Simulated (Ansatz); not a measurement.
NbH2: zone-centre modes under pressure

NbH2, Fm-3m, a = 4.521 Å. The structure is a COD entry; whether it is the stable form wasn't checked. Ansatz: PBEsol, PAW, 420 eV, Γ-centred 16×16×16 mesh on 3 atoms, Fermi-Dirac smearing 0.15 eV; no spin polarisation. Cell and atoms are relaxed at each pressure with the symmetry kept; optical modes at Γ by linear response, in cm⁻¹, matched by rank (the highest 2 distinct ones).

```
P (GPa) V (Å³/atom)      ω1      ω2
      0        7.699  1111.7  1294.1
      3        7.582  1137.7  1317.2
     10        7.340       ?       ?
```

Question: Get each mode's Grüneisen parameter γ = −d ln ω/d ln V from the other rows and predict the missing frequencies.

Answer: ln(V/V0) = 0.0000, -0.0153, -0.0478; a line through ln(ω/ω0) of the 2 known rows gives ω1: γ = 1.511, predicted 1195.0, computed 1193.5; ω2: γ = 1.156, predicted 1367.6, computed 1366.8. The worst miss is 0.1 %, or 2 % of the shift under pressure, so a constant γ serves at that level. In a metal these frequencies hang on the mesh and smearing.